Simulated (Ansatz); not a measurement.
Set up this calculation in Ansatz 0.2.0, as the native input.

```yaml
Task: relaxation of cell and atoms
Functional: HSE06
Potentials_or_basis: Ansatz PAW
Cutoff: "420 eV (not typed: the program's choice for these potentials)"
k_mesh: 5 × 5 × 5
Occupations: fermi-dirac, width 0.05 eV
Spin: no spin polarisation
```

The system is Nb.

```
Nb
1.0
     2.71964    0.00000    0.00000
     0.00000    2.71964    0.00000
     0.00000    0.00000    2.71964
Nb
1
Direct
  0.50000 0.50000 0.50000
```

The cell was built by a generator and needn't be a form met in nature.

These files were run (other wordings do the same):

input

```
crystal:
  lattice:
    - [2.71964, 0.0, 0.0]
    - [0.0, 2.71964, 0.0]
    - [0.0, 0.0, 2.71964]
  atoms:
    - { symbol: Nb, position: [0.5, 0.5, 0.5] }
hamiltonian:
  xc: hse06
  pseudopotentials: { kind: paw }
kpoints:
  mp_grid: { grid: [5, 5, 5] }
scf:
  occupations: { method: fermi_dirac, width: 0.05 }
output:
  forces: true
  stress: true
  eigenvalues: true
relax:
  f_tol: 0.01
  max_steps: 40
  cell: { stress_tol: 0.05 }
```

It gave:

```yaml
Relaxed_volume: 20.93 Å³/atom
Relaxed_cell: a = 2.756 Å, b = 2.756 Å, c = 2.756 Å, α = 90.00°, β = 90.00°, γ = 90.00°
Space_group_after_relaxing_to_0.05_Å: Pm-3m (No. 221)
Energy_gained_by_relaxing: 13.3 meV/atom
Ionic_steps: 4
Pressure_after_relaxing: 0.0 GPa
Band_gap_on_the_k_mesh: none (metal or under the smearing width)
```

Caveat: the k mesh is coarse (spacing up to 0.46 Å⁻¹), so the values aren't converged, least of all with exact exchange; the plane-wave basis is chosen anew once the cell has moved, so the energies of steps on either side of that aren't comparable; the PAW data sets come from PBE, with cores solved anew for the run's functional, which leaves a small shift of forces and pressure.

Wall time 24 s on 1 × NVIDIA H100 80GB HBM3 with 2 threads of AMD EPYC 7R13 Processor (Zen 3), on a shared host, peak memory 1.5 GiB.
